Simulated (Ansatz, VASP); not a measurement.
# BeTe: VASP beside Ansatz

Contents of POSCAR:

```
BeTe
1.0
    0.0000000000      2.6832298771      2.6832298771
    2.6832298771      0.0000000000      2.6832298771
    2.6832298771      2.6832298771      0.0000000000
Be Te
1 1
Direct
    0.0000000000      0.0000000000      0.0000000000
    0.5000000000      0.5000000000      0.5000000000
```

The input INCAR.step1:

```
SYSTEM = BeTe
PREC = Accurate
ENCUT = 520
EDIFF = 1E-5
ISMEAR = -1
SIGMA = 0.02
LREAL = .FALSE.
LASPH = .TRUE.
NELM = 80
ALGO = Normal
ISIF = 2
LWAVE = .TRUE.
NBANDS = 11
GGA = PE
```

File INCAR.step2:

```
SYSTEM = BeTe
PREC = Accurate
ENCUT = 520
EDIFF = 1E-6
ISMEAR = -1
SIGMA = 0.02
LREAL = .FALSE.
LASPH = .TRUE.
NELM = 80
ALGO = Normal
ISIF = 2
LWAVE = .FALSE.
LCHARG = .TRUE.
GGA = PE
LHFCALC = .TRUE.
HFSCREEN = 0.2079
PRECFOCK = Normal
LELF = .TRUE.
LVHAR = .TRUE.
NBANDS = 11
ISTART = 1
```

KPOINTS

```
Automatic mesh
0
G
  4 4 4
  0 0 0
```

Input for Ansatz:

```yaml
crystal:
  lattice:
    - [0.0, 2.6832298771, 2.6832298771]
    - [2.6832298771, 0.0, 2.6832298771]
    - [2.6832298771, 2.6832298771, 0.0]
  atoms:
    - { symbol: Be, position: [0.0, 0.0, 0.0] }
    - { symbol: Te, position: [0.5, 0.5, 0.5] }
kpoints:
  mp_grid: { grid: [4, 4, 4] }
hamiltonian:
  xc: hse06
scf:
  occupations: { method: fermi_dirac, width: 0.02 }
  n_extra_bands: 4
output:
  forces: true
  stress: true
  eigenvalues: true
  write_density: true
  write_potential: true
  elf: true
  volumetric_format: npy
```

The cell was built by a generator and needn't be a form met in nature.

Alike in both runs: task single point; functional HSE06; k mesh 4 × 4 × 4; occupations fermi-dirac, width 0.02 eV; no spin polarisation.

```csv
,VASP,Ansatz
version,VASP 6.6.1,Ansatz 0.2.0
potentials or method,"VASP PAW PBE potentials, release 64 (Be, Te)","plane waves, PAW"
plane-wave cutoff (eV),520,420
valence electrons in the cell,8,18
```

Ansatz gave:

```
pressure (GPa) : 0.0
```

Problem. Estimate VASP's values.

Solution. Pressure (GPa): -0.2.

The functional is the same, so the differences come from potentials, cutoffs and numerics. The two sets of potentials don't hold the same shells in valence. Ansatz warned: «filled_band_counts_differ_across_k_points».

Caveats: the k mesh is coarse (spacing up to 0.51 Å⁻¹), so the values aren't converged, least of all with exact exchange; the PAW data sets were made with another functional, which shifts forces and pressure a little (VASP). The runs have no spin-orbit coupling, so splittings on Te are missing.
